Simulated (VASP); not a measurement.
Write the native input for VASP 6.6.1 that does the following.

- Task: relaxation of cell and atoms
- Functional: PBEsol
- Potentials or basis: VASP PAW PBE potentials, release 64 (Ag)
- Cutoff: 600 eV
- k mesh: 16 × 16 × 16
- Occupations: methfessel-paxton, width 0.1 eV
- Spin: no spin polarisation
- Further INCAR settings: ALGO = Normal; EDIFF = 1e-07; IBRION = 2; EDIFFG = -0.005; NSW = 90; ISIF = 3

The structure of Ag lies in POSCAR:

```
Ag                                      
1.0
   -0.0000000000      2.0257627205      2.0257627205
    2.0257627205      0.0000000000      2.0257627205
    2.0257627205      2.0257627205      0.0000000000
  Ag            
     1
Direct
     0.0000000000000000    0.0000000000000000    0.0000000000000000
```

One way to write it, as run:

INCAR

```
SYSTEM = Ag
ALGO     = Normal         ! electronic algorithm
EDIFF    = 1E-7           ! SCF threshold, eV
EDIFFG   = -0.005         ! ionic threshold
ENCUT    = 600            ! plane-wave cutoff, eV
GGA      = PS             ! functional
IBRION   = 2              ! ionic algorithm
ISIF     = 3              ! what is computed and relaxed
ISMEAR   = 1              ! smearing method
LASPH    = .True.         ! aspherical terms in the spheres
LCHARG   = .False.        ! write CHGCAR
LREAL    = .False.        ! projectors in reciprocal space
LWAVE    = .False.        ! write WAVECAR
NELM     = 80             ! most SCF steps
NSW      = 90             ! ionic steps
PREC     = Accurate       ! precision mode
SIGMA    = 0.1            ! smearing width, eV
```

KPOINTS

```
k-points
0
Gamma
  16 16 16
  0 0 0
```

Potentials or basis: VASP PAW PBE potentials, release 64 (Ag).

Command:

```console
$ cat potpaw_PBE.64/Ag/POTCAR > POTCAR
$ mpirun -np 1 vasp_std > vasp.out
```

Results of the run:

The pressure after relaxing is 0.0 GPa and the band gap on the k mesh is none (metal or under the smearing width).

Caveat: the relaxation stopped at its first step, so nothing moved; the PAW data sets were made with another functional, which shifts forces and pressure a little.

It took 7.5 s on 1 thread of Intel(R) Xeon(R) 6975P-C (Granite Rapids) (shared host), peak memory 0.15 GiB.
